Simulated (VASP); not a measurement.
# Zn (Fm-3m) in VASP: notebook, part 2 of 2

VASP 6.6.1. Earlier steps stand in the parts before.

## 4. Band structure, PBEsol

POSCAR reads:

```
Zn
1.0
    0.0000000000      1.9647760000      1.9647760000
    1.9647760000      0.0000000000      1.9647760000
    1.9647760000      1.9647760000      0.0000000000
Zn
1
Direct
    0.0000000000      0.0000000000      0.0000000000
```

INCAR.step1 reads:

```
  ALGO = Fast
  EDIFF = 1E-6
  ENCUT = 520
  GGA = PS
  ISIF = 2
  ISMEAR = -1
  LASPH = True
  LCHARG = True
  LREAL = False
  LWAVE = False
  NELM = 100
  PREC = Accurate
  SIGMA = 0.05
```

KPOINTS.step1 reads:

```
k-points
0
Gamma
  12 12 12
```

INCAR.step2 reads:

```
  ALGO = Fast
  EDIFF = 1E-6
  ENCUT = 520
  GGA = PS
  ICHARG = 11
  ISIF = 2
  ISMEAR = 0
  LASPH = True
  LCHARG = False
  LREAL = False
  LWAVE = False
  NELM = 100
  PREC = Accurate
  SIGMA = 0.05
```

KPOINTS.step2 reads:

```
path GXWKGLUWLK,UX
15
line-mode
reciprocal
 0.0000000000  0.0000000000  0.0000000000  G
 0.5000000000  0.0000000000  0.5000000000  X

 0.5000000000  0.0000000000  0.5000000000  X
 0.5000000000  0.2500000000  0.7500000000  W

 0.5000000000  0.2500000000  0.7500000000  W
 0.3750000000  0.3750000000  0.7500000000  K

 0.3750000000  0.3750000000  0.7500000000  K
 0.0000000000  0.0000000000  0.0000000000  G

 0.0000000000  0.0000000000  0.0000000000  G
 0.5000000000  0.5000000000  0.5000000000  L

 0.5000000000  0.5000000000  0.5000000000  L
 0.6250000000  0.2500000000  0.6250000000  U

 0.6250000000  0.2500000000  0.6250000000  U
 0.5000000000  0.2500000000  0.7500000000  W

 0.5000000000  0.2500000000  0.7500000000  W
 0.5000000000  0.5000000000  0.5000000000  L

 0.5000000000  0.5000000000  0.5000000000  L
 0.3750000000  0.3750000000  0.7500000000  K

 0.6250000000  0.2500000000  0.6250000000  U
 0.5000000000  0.0000000000  0.5000000000  X
```

Potentials or basis: VASP PAW PBE potentials, release 64 (Zn).

Launch:

```sh
$ cat potpaw_PBE.64/Zn/POTCAR > POTCAR
$ cp INCAR.step1 INCAR
$ cp KPOINTS.step1 KPOINTS
$ mpirun -np 1 vasp_std > vasp.out
$ cp INCAR.step2 INCAR
$ cp KPOINTS.step2 KPOINTS
$ mpirun -np 1 vasp_std > vasp.out
```

OUTCAR:

```text
EDIFF = 1E-6
   ENCUT = 520
   GGA = PS
   ICHARG = 11
   ISIF = 2
   ISMEAR = 0
   LASPH = True
   LREAL = False
   NELM = 100
   PREC = Accurate

 ion  position               nearest neighbor table
   1  0.000  0.000  0.000-

  LATTYP: Found a face centered cubic cell.
 ALAT       =     3.9295520000

  Lattice vectors:

 A1 = (   0.0000000000,   1.9647760000,   1.9647760000)
[... 486 lines left out ...]
      8       7.9188      0.00000
      9       8.6167      0.00000
     10      19.6717      0.00000

 [... further k-points ...]

------------------------ aborting loop because EDIFF is reached ----------------------------------------

  FORCE on cell =-STRESS in cart. coord.  units (eV):
  Direction    XX          YY          ZZ          XY          YZ          ZX
  --------------------------------------------------------------------------------------
  -------------------------------------------------------------------------------------
  Total       -0.5298173     -0.5298173     -0.5298173      0.0000000     -0.0000000     -0.0000000
  in kB      -55.9586941    -55.9586941    -55.9586941      0.0000000     -0.0000000     -0.0000000
  external PRESSURE =     -55.9586941 kB  Pullay stress =       0.0000000 kB

 VOLUME and BASIS-vectors are now :
 -----------------------------------------------------------------------------
  energy-cutoff  :      520.00
  volume of cell :       15.17
      direct lattice vectors                 reciprocal lattice vectors
     0.000000000  1.964776000  1.964776000    -0.254481936  0.254481936  0.254481936
     1.964776000  0.000000000  1.964776000     0.254481936 -0.254481936  0.254481936
     1.964776000  1.964776000  0.000000000     0.254481936  0.254481936 -0.254481936

 POSITION                                       TOTAL-FORCE (eV/Angst)
 -----------------------------------------------------------------------------------
      0.00000      0.00000      0.00000         0.000000     -0.000000     -0.000000
 -----------------------------------------------------------------------------------
    total drift:                               -0.000000     -0.000000      0.000000

  FREE ENERGIE OF THE ION-ELECTRON SYSTEM (eV)
  ---------------------------------------------------
  free  energy   TOTEN  =         1.1371303315 eV

  energy  without entropy=        1.1393928939  energy(sigma->0) =        1.13826161
```

OSZICAR.step1:

```text
N       E                     dE             d eps       ncg     rms          rms(c)
DAV:   1     0.345181807556E+02    0.34518E+02   -0.69501E+03  1440   0.193E+03
DAV:   2    -0.100249563394E+01   -0.35521E+02   -0.34143E+02  1494   0.207E+02
DAV:   3    -0.167475641735E+01   -0.67226E+00   -0.67091E+00  1686   0.316E+01
DAV:   4    -0.167625303207E+01   -0.14966E-02   -0.14965E-02  1554   0.149E+00
DAV:   5    -0.167625442005E+01   -0.13880E-05   -0.13877E-05  1544   0.417E-02    0.289E+00
RMM:   6    -0.154613497365E+01    0.13012E+00   -0.46743E-01  1675   0.109E+01    0.222E+00
RMM:   7    -0.154038611200E+01    0.57489E-02   -0.15180E-02  1751   0.232E+00    0.108E+00
RMM:   8    -0.153707747883E+01    0.33086E-02   -0.26927E-03  1620   0.551E-01    0.733E-02
RMM:   9    -0.153704222398E+01    0.35255E-04   -0.78165E-04  1778   0.533E-01    0.678E-02
RMM:  10    -0.153702609630E+01    0.16128E-04   -0.77489E-05  1741   0.123E-01    0.621E-03
RMM:  11    -0.153702665775E+01   -0.56144E-06   -0.52540E-06  1492   0.321E-02
   1 F= -.15370267E+01 E0= -.15353495E+01  d E =-.335431E-02
```

Wall time 18 s (1 thread of Intel Xeon Platinum 8259CL at 2.50GHz (Skylake/Cascade Lake), shared host); peak memory 0.14 GiB.

Results:

```
Band gap along the path : none (metal or under the smearing width)
```

Levels at the corners of the path, in eV from the Fermi level:
```tsv
point	band 3	band 4	band 5	band 6	band 7	band 8	band 9	band 10
Γ	-7.53	-7.53	-7.15	-7.15	18.30	18.30	18.30	18.97
X	-6.88	-6.79	-6.79	-0.95	1.78	8.46	8.46	12.14
X	-6.88	-6.79	-6.79	-0.95	1.78	8.46	8.46	12.14
W	-7.63	-7.13	-6.79	2.29	2.29	3.15	4.09	21.77
W	-7.63	-7.13	-6.79	2.29	2.29	3.15	4.09	21.65
K	-7.23	-7.06	-6.89	0.80	1.61	2.70	9.99	13.52
K	-7.23	-7.06	-6.89	0.80	1.61	2.70	9.99	13.52
Γ	-7.53	-7.53	-7.15	-7.15	18.30	18.30	18.30	18.97
Γ	-7.53	-7.53	-7.15	-7.15	18.30	18.30	18.30	18.97
L	-7.54	-6.87	-6.87	-2.86	-1.33	15.28	15.28	17.50
L	-7.54	-6.87	-6.87	-2.86	-1.33	15.28	15.28	17.50
U	-7.23	-7.06	-6.89	0.80	1.61	2.70	9.99	13.52
U	-7.23	-7.06	-6.89	0.80	1.61	2.70	9.99	13.52
W	-7.63	-7.13	-6.79	2.29	2.29	3.15	4.09	21.65
W	-7.63	-7.13	-6.79	2.29	2.29	3.15	4.09	21.78
L	-7.54	-6.87	-6.87	-2.86	-1.33	15.28	15.28	17.50
L	-7.54	-6.87	-6.87	-2.86	-1.33	15.28	15.28	17.50
K	-7.23	-7.06	-6.89	0.80	1.61	2.70	9.99	13.52
U	-7.23	-7.06	-6.89	0.80	1.61	2.70	9.99	13.52
X	-6.88	-6.79	-6.79	-0.95	1.78	8.46	8.46	12.14
```

Caveat: the log is that of the step along the path at fixed density, whose energy, stress, charges and moments have no meaning; the PAW data sets were made with another functional, which shifts forces and pressure a little.

## 5. The reference run

An earlier run on the cell as given: functional PBE; potentials or basis VASP PAW PBE potentials, release 64 (Zn); cutoff 520 eV; k mesh 12 × 12 × 12; occupations fermi-dirac, width 0.05 eV; no spin polarisation.

- Pressure: 0.1 GPa
- Band gap on the k mesh: none (metal or under the smearing width)
